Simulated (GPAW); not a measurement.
Cr:

```
Cr
1.0
     2.71400    0.00000    0.00000
    -1.35700    2.35039    0.00000
     0.00000    0.00000    4.41000
Cr
2
Cartesian
  1.3570 0.7835 3.3075
  0.0000 1.5669 1.1025
```

This isn't the form of Cr at room conditions, which is bcc.

Base run:

* Program: GPAW 26.7.0
* Functional: PBEsol
* Potentials or basis: PAW data sets generated in the run's folder for this functional
* Cutoff: 600 eV
* Basis: pw
* k mesh: 10 × 10 × 5
* Occupations: fermi-dirac, width 0.05 eV
* Spin: collinear spin, ferromagnetic start
* Starting moments: [3.0, 3.0] μB
* Hubbard terms: Cr d U = 6 eV

Its results: pressure 53.0 GPa; net moment 9.47 μB per cell; site moments Cr +4.06 μB.

Question: The run is repeated on the same cell with these changes: hubbard terms from Cr d U = 6 eV to none. What comes out?

Answer: Pressure -31.5 GPa; net moment 1.94 μB per cell; site moments Cr +0.86 μB.

Caveats: a pressure of tens of GPa on the cell as given is suspect, and the run, the potentials or the cell itself is likely at fault; the U is typed as a test and isn't derived for this compound (some runs).
